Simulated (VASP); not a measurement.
BrH, 2 atoms in the cell. The cell holds a molecule in a box, 2 atoms: a = 11.702 Å, b = 12.202 Å, c = 12.702 Å, α = 90.00°, β = 90.00°, γ = 90.00°. 

```yaml
Program: VASP 6.6.1
Task: relaxation of the atoms
Functional: PBE
Dispersion: D3(BJ)
Potentials_or_basis: VASP PAW PBE potentials, release 64 (Br, H)
Cutoff: 400 eV
k_mesh: 1 × 1 × 1
Occupations: gaussian, width 0.01 eV
Spin: no spin polarisation
Atoms_held_fixed_from_0: "[0]"
Further_INCAR_settings: ALGO = Normal; EDIFF = 1e-06; ISYM = 0; IBRION = 2; EDIFFG = -0.03; NSW = 120
```

Potentials or basis: VASP PAW PBE potentials, release 64 (Br, H).

The run is started by

```sh
$ cat potpaw_PBE.64/Br/POTCAR potpaw_PBE.64/H/POTCAR > POTCAR
$ mpirun -np 1 vasp_gam > vasp.out
```

Hardware: 1 thread of Intel(R) Xeon(R) 6975P-C (Granite Rapids) (shared host).

**Question.** Estimate the wall time of this run.

**Answer.** Wall time 68 s on 1 thread of Intel(R) Xeon(R) 6975P-C (Granite Rapids) (shared host), peak memory 0.99 GiB. Counts: scf iterations 38, k points 1, ion steps 3.
